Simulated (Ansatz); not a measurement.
We consider rock-salt NaBr, described by HSE06 (Ansatz, a program for electronic structure, PAW).

Numerical settings: plane-wave cutoff 460 eV, 8×8×8 k mesh, Fermi–Dirac smearing 0.01 eV, scalar-relativistic PAW data made under PBE.

The cell has the measured lattice: a = b = c = 5.973 Å, α = β = γ = 90.00°.

Question: Give the computed band gap and width of the whole s-p valence band.

Answer: 
* **band gap**: 5.37 eV (on the SCF k mesh) (direct)
* **width of the whole s-p valence band**: 13.87 eV

Measured, for comparison: band gap 7.1 eV (temperature not stated, no zero-point or thermal correction; as tabulated in Aguado et al. (1998), arXiv:cond-mat/9809176).

Note: cell and atoms aren't relaxed at this level.

Spin–orbit coupling is not included.

Computed values are for the static lattice.

It cost very roughly 80 core-seconds of CPU time.
